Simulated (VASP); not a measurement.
# Bi2Te3 (Tellurobismuthite) (R-3m) in VASP: further runs, part 2 of 2

VASP 6.6.1. The steps go on from the part before.

## Step 3: Band structure, LDA

INCAR reads:

```
PREC = Accurate ; ENCUT = 520
EDIFF = 1E-7 ; ISMEAR = 0
SIGMA = 0.02 ; LREAL = False
LASPH = True ; NELM = 100
ALGO = Normal ; ISIF = 2
LWAVE = False ; LCHARG = False
KPAR = 2
```

KPOINTS reads:

```
Automatic mesh
0
Gamma
  8 8 8
```

POSCAR reads:

```
Bi2Te3
1.0
    2.1930000000      1.2661291403     10.1656666667
   -2.1930000000      1.2661291403     10.1656666667
    0.0000000000     -2.5322582807     10.1656666667
Bi Te
2 3
Direct
    0.6000000000      0.6000000000      0.6000000000
    0.4000000000      0.4000000000      0.4000000000
    0.7905000000      0.7905000000      0.7905000000
    0.2095000000      0.2095000000      0.2095000000
    0.0000000000      0.0000000000      0.0000000000
```

KPOINTS_OPT reads:

```
path GLB1,BZGX,QFP1Z,LP
10
line-mode
reciprocal
 0.0000000000  0.0000000000  0.0000000000  G
 0.5000000000  0.0000000000  0.0000000000  L

 0.5000000000  0.0000000000  0.0000000000  L
 0.5000000000  0.1770083925 -0.1770083925  B1

 0.8229916075  0.5000000000  0.1770083925  B
 0.5000000000  0.5000000000  0.5000000000  Z

 0.5000000000  0.5000000000  0.5000000000  Z
 0.0000000000  0.0000000000  0.0000000000  G

 0.0000000000  0.0000000000  0.0000000000  G
 0.3385041962  0.0000000000 -0.3385041962  X

 0.6614958038  0.3385041962  0.0000000000  Q
 0.5000000000  0.5000000000  0.0000000000  F

 0.5000000000  0.5000000000  0.0000000000  F
 0.6614958038  0.6614958038  0.1770083925  P1

 0.6614958038  0.6614958038  0.1770083925  P1
 0.5000000000  0.5000000000  0.5000000000  Z

 0.5000000000  0.0000000000  0.0000000000  L
 0.8229916075  0.3385041962  0.3385041962  P
```

Potentials or basis: VASP PAW LDA potentials, release 64 (Bi_d, Te).

Run with:

```bash
$ cat potpaw_LDA.64/Bi_d/POTCAR potpaw_LDA.64/Te/POTCAR > POTCAR
$ mpirun -np 2 vasp_std > vasp.out
```

OUTCAR:

```text
PREC = Accurate
   ENCUT = 520
   EDIFF = 1E-7
   ISMEAR = 0
   LREAL = False
   LASPH = True
   NELM = 100
   ISIF = 2

 ion  position               nearest neighbor table
   1  0.600  0.600  0.600-   4 3.07   4 3.07   4 3.07   5 3.25   5 3.25   5 3.25
   2  0.400  0.400  0.400-   3 3.07   3 3.07   3 3.07   5 3.25   5 3.25   5 3.25
   3  0.791  0.791  0.791-   2 3.07   2 3.07   2 3.07   4 3.64   4 3.64   4 3.64
   4  0.209  0.209  0.209-   1 3.07   1 3.07   1 3.07   3 3.64   3 3.64   3 3.64
   5  0.000  0.000  0.000-   1 3.25   2 3.25   1 3.25   1 3.25   2 3.25   2 3.25

  LATTYP: Found a trigonal (rhomboedric) cell.
 ALAT       =    10.4763118882
 COS(alpha) =     0.9123624111

  Lattice vectors:

 A1 = (   2.1930000000,   1.2661291403,  10.1656666667)
 A2 = (  -2.1930000000,   1.2661291403,  10.1656666667)
 A3 = (   0.0000000000,  -2.5322582807,  10.1656666667)

Analysis of symmetry for initial positions (statically):
=====================================================================
 Subroutine PRICEL returns:
 Original cell was already a primitive cell.

 Routine SETGRP: Setting up the symmetry group for a
 trigonal (rhombohedral) supercell.

 Subroutine GETGRP returns: Found 12 space group operations
 (whereof 12 operations were pure point group operations)
 out of a pool of 12 trial point group operations.

The static configuration has the point symmetry D_3d.

Analysis of symmetry for dynamics (positions and initial velocities):
=====================================================================
 Subroutine PRICEL returns:
 Original cell was already a primitive cell.

 Routine SETGRP: Setting up the symmetry group for a
 trigonal (rhombohedral) supercell.

 Subroutine GETGRP returns: Found 12 space group operations
 (whereof 12 operations were pure point group operations)
 out of a pool of 12 trial point group operations.

[... 127 lines left out ...]
  volume/ion in A,a.u.               =      33.87       228.58
  Fermi-wavevector in a.u.,A,eV,Ry     =   1.075360  2.032136 15.733774  1.156400
  Thomas-Fermi vector in A             =   2.211215
   LORBIT       =      0    0 simple, 1 ext, 2 COOP (PROOUT), +10 PAW based schemes
   GGA     = CA    functional components
   LHFCALC =     F    Hartree Fock is set to
   AEXX    =    0.0000 exact exchange contribution
   IVDW    =     0    specifies the selected vdW correction
   LEPSILON=     F    determine dielectric tensor
   LRPA    =     F    only Hartree local field effects (RPA)
 non-spin polarized calculation
 Gauss-broadening in eV      SIGMA  =   0.02
  energy-cutoff  :      520.00
  volume of cell :      169.36
 maximum number of plane-waves:      4576
 NGX is ok and might be reduce to    80
   NGX = 39   NGY = 39   NGZ = 39

 number of electron      48.0000004 magnetization

 Free energy of the ion-electron system (eV)
  ---------------------------------------------------
  ext. energy  EPLUGINS =         0.00000000
  ---------------------------------------------------
  free energy    TOTEN  =       -21.57750615 eV

  energy without entropy =      -21.57750615  energy(sigma->0) =      -21.57750615

 E-fermi :   6.1324     XC(G=0):  -9.5807

 val. band max:        6.0293244065   @ k =   0.0000   0.0000   0.0000
 cond. band min:       6.2241517474   @ k =   0.0000   0.0000   0.0000
 fundamental gap:      0.1948273409
 Fermi energy:         6.1323924104

 k-point     1 :       0.0000    0.0000    0.0000
  band No.  band energies     occupation
      1     -17.1092      2.00000
      2     -17.1092      2.00000
      3     -17.1077      2.00000
      4     -17.1077      2.00000
      5     -17.0975      2.00000
      6     -17.0961      2.00000
[... 733 lines left out ...]
     27       7.2849      0.00000
     28       8.6326      0.00000

 [... further k-points ...]

------------------------ aborting loop because EDIFF is reached ----------------------------------------

  FORCE on cell =-STRESS in cart. coord.  units (eV):
  Direction    XX          YY          ZZ          XY          YZ          ZX
  --------------------------------------------------------------------------------------
  -------------------------------------------------------------------------------------
  Total       -1.5876682     -1.5876682     -2.0760761      0.0000000      0.0000000      0.0000000
  in kB      -15.0198836    -15.0198836    -19.6403896      0.0000000      0.0000000      0.0000000
  external PRESSURE =     -16.5600523 kB  Pullay stress =       0.0000000 kB

 VOLUME and BASIS-vectors are now :
 -----------------------------------------------------------------------------
  energy-cutoff  :      520.00
  volume of cell :      169.36
      direct lattice vectors                 reciprocal lattice vectors
     2.193000000  1.266129140 10.165666667     0.227998176  0.131634808  0.032790111
    -2.193000000  1.266129140 10.165666667    -0.227998176  0.131634808  0.032790111
     0.000000000 -2.532258281 10.165666667     0.000000000 -0.263269617  0.032790111

 POSITION                                       TOTAL-FORCE (eV/Angst)
 -----------------------------------------------------------------------------------
      0.00000     -0.00000     18.29820         0.000000      0.000000     -0.063081
      0.00000     -0.00000     12.19880         0.000000     -0.000000      0.063081
      0.00000     -0.00000     24.10788         0.000000      0.000000     -0.160148
      0.00000     -0.00000      6.38912         0.000000     -0.000000      0.160148
      0.00000      0.00000      0.00000         0.000000     -0.000000      0.000000
 -----------------------------------------------------------------------------------
    total drift:                               -0.000000     -0.000000     -0.000000

  FREE ENERGIE OF THE ION-ELECTRON SYSTEM (eV)
  ---------------------------------------------------
  free  energy   TOTEN  =       -21.5775061475 eV

  energy  without entropy=      -21.5775061475  energy(sigma->0) =      -21.57750615
```

stdout:

```text
POSCAR found type information on POSCAR BiTe
 POSCAR found :  2 types and       5 ions
 scaLAPACK will be used
 LDA part: xc-table for (Slater(with rela. corr.)+CA(PZ))
 , standard interpolation
 POSCAR, INCAR and KPOINTS ok, starting setup
 FFT: planning ... GRIDC
 FFT: planning ... GRID_SOFT
 FFT: planning ... GRID
 WAVECAR not read
 entering main loop
 Start KPOINTS_OPT (optional k-point list driver)
k-point batch [1-65\90]
k-point batch [66-90\90]
```

It took 16 min on 2 MPI ranks of Intel Xeon Platinum 8488C (Sapphire Rapids), shared host; peak memory 0.9 GiB.

Results:

```
Free energy             : -21.5775 eV
Pressure                : -1.7 GPa
Largest force           : 0.160 eV/Å
Band gap on the k mesh  : 0.19 eV, direct
Band gap along the path : 0.19 eV, direct
```

Forces on the atoms (eV/Å):
```
Bi   0.000  0.000 -0.063
Bi   0.000  0.000  0.063
Te   0.000  0.000 -0.160
Te   0.000  0.000  0.160
Te   0.000  0.000  0.000
```

Levels at the corners of the path, in eV from the valence-band top:
```csv
point,band 22,band 23,band 24,band 25,band 26,band 27
Γ,-0.85,-0.85,0.00,0.19,0.61,0.61
L,-2.42,-0.90,-0.50,0.50,1.02,2.70
L,-2.42,-0.90,-0.50,0.50,1.02,2.70
B1,-1.96,-0.97,-0.78,1.14,1.40,2.48
B,-1.96,-0.97,-0.78,1.14,1.40,2.48
Z,-1.14,-1.14,-0.47,0.79,1.10,1.10
Z,-1.14,-1.14,-0.47,0.79,1.10,1.10
Γ,-0.85,-0.85,0.00,0.19,0.61,0.61
Γ,-0.85,-0.85,0.00,0.19,0.61,0.61
X,-1.63,-1.39,-0.65,1.02,1.96,2.01
Q,-1.63,-1.39,-0.65,1.02,1.96,2.01
F,-1.84,-1.54,-0.95,0.80,1.47,2.02
F,-1.84,-1.54,-0.95,0.80,1.47,2.02
P1,-1.35,-1.34,-1.23,1.12,1.26,1.65
P1,-1.35,-1.34,-1.23,1.12,1.26,1.65
Z,-1.14,-1.14,-0.47,0.79,1.10,1.10
L,-2.42,-0.90,-0.50,0.50,1.02,2.70
P,-1.35,-1.34,-1.23,1.12,1.26,1.65
```

Caveat: spin-orbit coupling is left out, which as a rule narrows the gap of such compounds by several tenths of an eV.

## Step 4: Band structure, PBEsol

INCAR, as its differences from that of step 3:

```diff
@@ -6,2 +6,2 @@
 LWAVE = False ; LCHARG = False
-KPAR = 2
+GGA = PS ; KPAR = 2
```

KPOINTS is that of step 3.

POSCAR is that of step 3.

KPOINTS_OPT is that of step 3.

Potentials or basis: VASP PAW PBE potentials, release 64 (Bi_d, Te).

Run with:

```bash
$ cat potpaw_PBE.64/Bi_d/POTCAR potpaw_PBE.64/Te/POTCAR > POTCAR
$ mpirun -np 2 vasp_std > vasp.out
```

Run time: 20 min. Hardware: 2 MPI ranks of Intel Xeon Platinum 8488C (Sapphire Rapids), shared host; peak memory 1 GiB.

The run converged. Its results:

```yaml
Free_energy: -20.2931 eV
Pressure: -0.6 GPa
Largest_force: 0.102 eV/Å
Band_gap_on_the_k_mesh: 0.23 eV, direct
Band_gap_along_the_path: 0.23 eV, direct
```

Forces in eV/Å, atoms in the order of the input:
```
Bi   0.000  0.000 -0.038
Bi   0.000  0.000  0.038
Te   0.000  0.000 -0.102
Te   0.000  0.000  0.102
Te   0.000  0.000  0.000
```

Stress tensor (GPa, compression positive):
```
-0.48  0.00  0.00
 0.00 -0.48  0.00
 0.00  0.00 -0.78
```

Levels at the corners of the path, in eV from the valence-band top:
| point | band 22 | band 23 | band 24 | band 25 | band 26 | band 27 |
| --- | --- | --- | --- | --- | --- | --- |
| Γ | -0.86 | -0.86 | 0.00 | 0.23 | 0.63 | 0.63 |
| L | -2.43 | -0.91 | -0.51 | 0.52 | 1.04 | 2.73 |
| L | -2.43 | -0.91 | -0.51 | 0.52 | 1.04 | 2.73 |
| B1 | -1.96 | -0.98 | -0.78 | 1.17 | 1.43 | 2.51 |
| B | -1.96 | -0.98 | -0.78 | 1.17 | 1.43 | 2.51 |
| Z | -1.15 | -1.15 | -0.45 | 0.80 | 1.12 | 1.12 |
| Z | -1.15 | -1.15 | -0.45 | 0.80 | 1.12 | 1.12 |
| Γ | -0.86 | -0.86 | 0.00 | 0.23 | 0.63 | 0.63 |
| Γ | -0.86 | -0.86 | 0.00 | 0.23 | 0.63 | 0.63 |
| X | -1.63 | -1.39 | -0.65 | 1.04 | 1.99 | 2.04 |
| Q | -1.63 | -1.39 | -0.65 | 1.04 | 1.99 | 2.04 |
| F | -1.83 | -1.55 | -0.96 | 0.82 | 1.48 | 2.05 |
| F | -1.83 | -1.55 | -0.96 | 0.82 | 1.48 | 2.05 |
| P1 | -1.36 | -1.34 | -1.24 | 1.14 | 1.27 | 1.68 |
| P1 | -1.36 | -1.34 | -1.24 | 1.14 | 1.27 | 1.68 |
| Z | -1.15 | -1.15 | -0.45 | 0.80 | 1.12 | 1.12 |
| L | -2.43 | -0.91 | -0.51 | 0.52 | 1.04 | 2.73 |
| P | -1.36 | -1.34 | -1.24 | 1.14 | 1.27 | 1.68 |

Caveat: the PAW data sets were made with another functional, which shifts forces and pressure a little; spin-orbit coupling is left out, which as a rule narrows the gap of such compounds by several tenths of an eV.

## Step 5: Band structure, r2SCAN

INCAR, as its differences from that of step 4:

```diff
@@ -6,2 +6,3 @@
 LWAVE = False ; LCHARG = False
-GGA = PS ; KPAR = 2
+METAGGA = R2SCAN ; LMIXTAU = True
+KPAR = 2
```

KPOINTS is that of step 4.

POSCAR is that of step 4.

KPOINTS_OPT is that of step 4.

Run with:

```bash
$ cat potpaw_PBE.64/Bi_d/POTCAR potpaw_PBE.64/Te/POTCAR > POTCAR
$ mpirun -np 2 vasp_std > vasp.out
```

It took 1.7 h on 2 MPI ranks of Intel Xeon Platinum 8488C (Sapphire Rapids), shared host; peak memory 1.3 GiB.

It converged, with:

- Free energy: -194.5203 eV
- Pressure: 1.3 GPa
- Largest force: 0.273 eV/Å
- Band gap on the k mesh: 0.51 eV, direct
- Band gap along the path: 0.51 eV, direct

Forces in eV/Å, atoms in the order of the input:
```
Bi   0.000  0.000 -0.125
Bi   0.000  0.000  0.125
Te   0.000  0.000 -0.273
Te   0.000  0.000  0.273
Te   0.000  0.000  0.000
```

Levels at the corners of the path, in eV from the valence-band top:
| point | band 20 | band 21 | band 22 | band 23 | band 24 | band 25 | band 26 | band 27 | band 28 |
| --- | --- | --- | --- | --- | --- | --- | --- | --- | --- |
| Γ | -1.89 | -1.89 | -1.01 | -1.01 | 0.00 | 0.51 | 0.68 | 0.68 | 2.13 |
| L | -3.38 | -3.12 | -2.54 | -1.07 | -0.56 | 0.74 | 1.12 | 2.92 | 2.99 |
| L | -3.38 | -3.12 | -2.54 | -1.07 | -0.56 | 0.74 | 1.12 | 2.92 | 2.99 |
| B1 | -3.64 | -2.72 | -2.07 | -1.09 | -0.86 | 1.36 | 1.56 | 2.67 | 3.43 |
| B | -3.64 | -2.72 | -2.07 | -1.09 | -0.86 | 1.36 | 1.56 | 2.67 | 3.43 |
| Z | -1.58 | -1.57 | -1.31 | -1.31 | -0.39 | 0.97 | 1.17 | 1.17 | 1.72 |
| Z | -1.58 | -1.57 | -1.31 | -1.31 | -0.39 | 0.97 | 1.17 | 1.17 | 1.72 |
| Γ | -1.89 | -1.89 | -1.01 | -1.01 | 0.00 | 0.51 | 0.68 | 0.68 | 2.13 |
| Γ | -1.89 | -1.89 | -1.01 | -1.01 | 0.00 | 0.51 | 0.68 | 0.68 | 2.13 |
| X | -3.26 | -3.12 | -1.75 | -1.48 | -0.75 | 1.23 | 2.15 | 2.18 | 3.82 |
| Q | -3.26 | -3.12 | -1.75 | -1.48 | -0.75 | 1.23 | 2.15 | 2.18 | 3.82 |
| F | -2.55 | -2.09 | -1.89 | -1.71 | -1.06 | 0.99 | 1.67 | 2.14 | 2.85 |
| F | -2.55 | -2.09 | -1.89 | -1.71 | -1.06 | 0.99 | 1.67 | 2.14 | 2.86 |
| P1 | -2.71 | -2.58 | -1.52 | -1.40 | -1.31 | 1.30 | 1.45 | 1.76 | 2.82 |
| P1 | -2.71 | -2.58 | -1.52 | -1.40 | -1.31 | 1.30 | 1.45 | 1.76 | 2.82 |
| Z | -1.58 | -1.57 | -1.31 | -1.31 | -0.39 | 0.97 | 1.17 | 1.17 | 1.72 |
| L | -3.38 | -3.12 | -2.54 | -1.07 | -0.56 | 0.74 | 1.12 | 2.92 | 2.99 |
| P | -2.71 | -2.58 | -1.52 | -1.40 | -1.31 | 1.30 | 1.45 | 1.76 | 2.82 |

Caveat: the PAW data sets were made with another functional, which shifts forces and pressure a little; spin-orbit coupling is left out, which as a rule narrows the gap of such compounds by several tenths of an eV.

## Step 6: For comparison

An earlier run on the cell as given: functional PBE; potentials or basis VASP PAW PBE potentials, release 64 (Bi_d, Te); cutoff 520 eV; k mesh 7 × 7 × 7; occupations fermi-dirac, width 0.05 eV; no spin polarisation.

* Pressure: 1.9 GPa
* Largest force: 0.029 eV/Å
* Band gap on the k mesh: 0.28 eV, direct

## Step 7: Overview

```tsv
task	level	potentials or basis	k mesh	cutoff (eV)	smearing	ladder	gap on the mesh (eV)	pressure (GPa)	largest force (eV/Å)
band structure	PBE	VASP PAW PBE potentials, release 64 (Bi, Te)	7 × 7 × 7	500	fermi-dirac 0.05 eV	-	0.28	-	-
band structure	LDA	VASP PAW LDA potentials, release 64 (Bi_d, Te)	8 × 8 × 8	520	gaussian 0.02 eV	gaps	0.19	-1.7	0.16
band structure	PBEsol	VASP PAW PBE potentials, release 64 (Bi_d, Te)	8 × 8 × 8	520	gaussian 0.02 eV	gaps	0.23	-0.6	0.10
band structure	r2SCAN	VASP PAW PBE potentials, release 64 (Bi_d, Te)	8 × 8 × 8	520	gaussian 0.02 eV	gaps	0.51	1.3	0.27
single point	PBE	VASP PAW PBE potentials, release 64 (Bi_d, Te)	7 × 7 × 7	520	fermi-dirac 0.05 eV	-	0.28	1.9	0.03
```

Alike in all rows: no spin polarisation; cell as given.

Caveats: spin-orbit coupling is left out, which as a rule narrows the gap of such compounds by several tenths of an eV; the PAW data sets were made with another functional, which shifts forces and pressure a little (some runs); an odd mesh through Γ misses points on the zone boundary, where band edges often lie (some runs).

Absolute energies hang on the potentials; compare differences alone.

## Step 8: Against experiment

Step 2. Measured gap of Bi2Te3: 0.17 eV (quoted in “Vacancy and Antisite-Induced Ferromagnetism in Liquid-Phase Exfoliated Bi2Te3”, 2024, arxiv:2412.10539). This calculation gives 0.28 eV (+0.11 eV). Spin-orbit coupling on Bi, Te is left out. The value is that of PBE, without temperature or zero-point motion.

Step 3. Measured gap of Bi2Te3: 0.17 eV (quoted in “Vacancy and Antisite-Induced Ferromagnetism in Liquid-Phase Exfoliated Bi2Te3”, 2024, arxiv:2412.10539). This calculation gives 0.19 eV (+0.02 eV). Spin-orbit coupling on Bi, Te is left out. The value is that of LDA, without temperature or zero-point motion.

Step 4. A measured gap of Bi2Te3 is 0.17 eV (quoted in “Vacancy and Antisite-Induced Ferromagnetism in Liquid-Phase Exfoliated Bi2Te3”, 2024, arxiv:2412.10539); the calculated 0.23 eV misses it by +0.06 eV. Spin-orbit coupling on Bi, Te is left out. The value is that of PBEsol, without temperature or zero-point motion.

Step 5. A measured gap of Bi2Te3 is 0.17 eV (quoted in “Vacancy and Antisite-Induced Ferromagnetism in Liquid-Phase Exfoliated Bi2Te3”, 2024, arxiv:2412.10539); the calculated 0.51 eV misses it by +0.34 eV. Spin-orbit coupling on Bi, Te is left out. The value is that of r2SCAN, without temperature or zero-point motion.
